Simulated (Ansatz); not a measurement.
# MgB2: the cost of one run

Program: Ansatz 0.2.0. Level of theory: DFT r2SCAN, scalar-relativistic, plane waves, PAW. These are calculated values, not measurements.

1 further run of the same task is left out (set aside as unsound or not needed). Runs told in other sessions of the task aren't counted.

### Step 1. The system as given

The structure is hexagonal, space group P6/mmm (No. 191). The conventional cell has a = 2.980 Å, b = 2.980 Å, c = 3.165 Å, α = 90.00°, β = 90.00°, γ = 120.00°. Fe (site symmetry 6/mmm) is surrounded by 12 B at 2.34 Å. B (site symmetry -6m2) has 3 B at 1.72 Å and 6 Fe at 2.34 Å in its first shell of neighbours.

Structure file:

```
Fe B
1.0
     2.98030    0.00000    0.00000
    -1.49015    2.58101    0.00000
     0.00000    0.00000    3.16486
Fe B
1 2
Direct
  0.00000 0.00000 0.00000
  0.33333 0.66667 0.50000
  0.66667 0.33333 0.50000
```

It is the result of an earlier relaxation at this level (volume 8.11 Å³/atom; gap on the mesh: none (metal), site moments up to 3.0 μB).

### Step 2. Fe → Mg: the starting cell

The start of MgB2: fractional positions of relaxed FeB2, cell scaled by 1.019, a guess from tabulated radii.

### Step 3. Probe: one point at the start (MgB2)

File input.yaml:

```yaml
crystal:
  lattice:
    - [3.0373807832, 0.0, 0.0]
    - [-1.5186903916, 2.6304489192, 0.0]
    - [0.0, 0.0, 3.2254800932]
  atoms:
    - { symbol: Mg, position: [0.0, 0.0, 0.0] }
    - { symbol: B, position: [0.3333333333, 0.6666666667, 0.5] }
    - { symbol: B, position: [0.6666666667, 0.3333333333, 0.5] }
basis:
  ecutwfc: 500
kpoints:
  mp_grid: { grid: [6, 6, 6] }
hamiltonian:
  xc: r2scan
scf:
  occupations: { method: gaussian, width: 0.1 }
output:
  forces: true
  stress: true
  eigenvalues: true
```

Launch:

```sh
$ ansatz run input.yaml --threads 1 --pin off --max-ram 2560MiB --backend cpu --events-out ev --progress --plain --runs-dir out
```

What time and memory should one allow on 1 thread of Arm Neoverse V1, shared host?

About 1.9 s, with a peak of 0.32 GiB.
